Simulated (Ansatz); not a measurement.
The cell is COD entry 1541266, as deposited and not checked against the literature; nothing was relaxed.

A run on Ta: DFT, PBE, all-electron LAPW, scalar-relativistic (Ansatz 0.2.0). The input:

```yaml
crystal:
  lattice:
    - [-1.65128, 1.65128, 1.65128]
    - [1.65128, -1.65128, 1.65128]
    - [1.65128, 1.65128, -1.65128]
  atoms:
    - { symbol: Ta, position: [0.0, 0.0, 0.0] }
kpoints:
  mp_grid: { grid: [17, 17, 17] }
scf:
  occupations: { method: fermi_dirac, width: 0.08 }
hamiltonian:
  xc: pbe
  pseudopotentials:
    kind: all_electron
    lapw: { basis_error: 0.0005, muffin_tin_radii: { Ta: 1.602 } }
output:
  forces: true
  stress: true
  eigenvalues: true
```

Is the run sound, and if not, why?

No. The input was rejected before any iteration. The typed spheres overlap: twice 1.602 Å exceeds the shortest distance, 2.860 Å; smaller radii, or none typed, cure it. It says:
```
Error: `kind: all_electron` solves this crystal on LAPW (the input types lapw, or this build lists no dataset of some species for it), and no LAPW basis is found for it: the given muffin-tin radii of Ta and Ta, or the smallest supported ones, add up to 3.204 Å, and 2.860 Å are free between these atoms; give smaller radii, or leave one out; where each species has a listed dataset, leave lapw and dirac_shells out and run without spin–orbit coupling, or set another kind (and leave the keys of all_electron out)
```
 The same cell converged in the base run, which differs by not having this change: all sphere radii typed as 1.602 A.
